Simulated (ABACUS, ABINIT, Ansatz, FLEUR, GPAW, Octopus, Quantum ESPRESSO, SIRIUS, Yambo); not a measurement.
# The band gap of AgCl, sorted by core time

It takes space group Fm-3m (No. 225, cubic). The conventional cell has a = 5.470 Å, b = 5.470 Å, c = 5.470 Å, α = 90.00°, β = 90.00°, γ = 90.00°. Ag (site symmetry m-3m) is surrounded by 6 Cl at 2.73 Å. Cl (site symmetry m-3m) is surrounded by 6 Ag at 2.73 Å.

```tsv
rung	level	program and potentials	cutoff (eV)	k mesh	task	core time	chip	band gap (eV)	notes
Hartree-Fock	Hartree-Fock on PBEsol	Yambo, PseudoDojo 0.4.1 SR PBEsol standard	1116	4 × 4 × 4	Hartree-Fock levels	1.1 s	Arm Neoverse V2	10.03	coarse mesh; 13 valence electrons an atom on average
GGA	PBEsol	Ansatz, PAW datasets made for the crystal	260	6 × 6 × 6	single point	3.6 s	Arm Neoverse V1	0.73	9 valence electrons an atom on average
GGA	PBEsol	Ansatz, all-electron LAPW, scalar-relativistic	-	8 × 8 × 8	single point	6.3 s	Intel Xeon Platinum 8259CL Skylake/Cascade Lake	0.73	-
LDA	LDA	SIRIUS, PseudoDojo 0.4.1 PBE standard (scalar relativistic)	1127	8 × 8 × 8	single point	25 s	Intel Xeon 6975P-C Granite Rapids	0.58	potentials made for PBE; 13 valence electrons an atom on average
GGA	PBEsol	SIRIUS, PseudoDojo 0.4.1 PBE standard (scalar relativistic)	1127	8 × 8 × 8	single point	25 s	Intel Xeon 6975P-C Granite Rapids	0.72	potentials made for PBE; 13 valence electrons an atom on average
GGA	PBE	ABACUS, PseudoDojo NC SR 0.4.1 PBE standard, plane waves	1116	8 × 8 × 8	single point	37 s	Intel Xeon Platinum 8488C Sapphire Rapids	0.91	13 valence electrons an atom on average
GGA + U (2 eV)	PBEsol+U (Ag d U = 2 eV)	GPAW, PAW data sets generated for this functional	600	8 × 8 × 8	band structure	39 s	Intel Xeon Platinum 8488C Sapphire Rapids	1.14	12 valence electrons an atom on average
GGA + U (4 eV)	PBEsol+U (Ag d U = 4 eV)	GPAW, PAW data sets generated for this functional	600	8 × 8 × 8	band structure	40 s	Intel Xeon Platinum 8488C Sapphire Rapids	1.55	12 valence electrons an atom on average
GGA + U (3 eV)	PBEsol+U (Ag d U = 3 eV)	GPAW, PAW data sets generated for this functional	600	8 × 8 × 8	band structure	41 s	Intel Xeon Platinum 8488C Sapphire Rapids	1.35	12 valence electrons an atom on average
GGA + U (1 eV)	PBEsol+U (Ag d U = 1 eV)	GPAW, PAW data sets generated for this functional	600	8 × 8 × 8	band structure	41 s	Intel Xeon Platinum 8488C Sapphire Rapids	0.93	12 valence electrons an atom on average
GGA + U (6 eV)	PBEsol+U (Ag d U = 6 eV)	GPAW, PAW data sets generated for this functional	600	8 × 8 × 8	band structure	42 s	Intel Xeon Platinum 8488C Sapphire Rapids	1.91	12 valence electrons an atom on average
LDA	LDA	GPAW, the program's PAW data sets (release 1.2.1) made for this functional	600	8 × 8 × 8	band structure	43 s	Intel Xeon Platinum 8259CL Skylake/Cascade Lake	0.60	12 valence electrons an atom on average
GGA	PBEsol	SIRIUS, PseudoDojo 0.4.1 PBEsol standard (scalar relativistic)	1127	8 × 8 × 8	single point	45 s	Arm Neoverse V2	0.73	13 valence electrons an atom on average
GGA	PBEsol	GPAW, PAW data sets generated for this functional	600	8 × 8 × 8	band structure	47 s	Intel Xeon Platinum 8488C Sapphire Rapids	0.70	12 valence electrons an atom on average
GGA	PBEsol	Quantum ESPRESSO, GBRV 1.5 PBEsol	762	8 × 8 × 8	band structure	56 s	Intel Xeon Platinum 8488C Sapphire Rapids	0.72	13 valence electrons an atom on average
GGA	PBEsol	FLEUR, all-electron, FLAPW	-	8 × 8 × 8	band structure	58 s	Arm Neoverse V2	0.73	-
LDA	LDA	ABINIT, JTH PAW LDA v2.0	680	8 × 8 × 8	band structure	2.3 min	AMD EPYC 7R43 Zen 3	0.61	9 valence electrons an atom on average
GGA	PBEsol	Octopus, pseudodojo_pbesol (PseudoDojo 0.4, PBEsol)	-	8 × 8 × 8	single point	4.2 min	Arm Neoverse V2	0.73	13 valence electrons an atom on average
```

Times are single runs on shared hosts and different chips, so they are rough; meshes, cutoffs and the tasks' sizes weigh on the time. All rows: no spin polarisation. Gaps are the least found on the k mesh or the band path, and a mesh can miss the band edges. The cell comes from a database and isn't always the measured one. Meshes differ between rows, which moves values too. All levels ran on this one cell, unrelaxed unless noted. Meshes are those of the run's cell of 2 atoms unless a note names another. Misses use the values as printed. Runs on faulty files, with rough fits or with known faults for this quantity aren't shown. No row holds spin-orbit coupling.

Measured: 3.25 eV (a printed reference work).

Question: Which of the timed runs without a coarse mesh or an atomic basis is the cheapest that comes within 0.3 eV of the measured band gap?

Answer: None of them does; the nearest misses by -1.34 eV. LDA and GGA gaps fall short mostly because these functionals lack the derivative discontinuity; the runs are for a static lattice, while measurements hold temperature and zero-point motion.
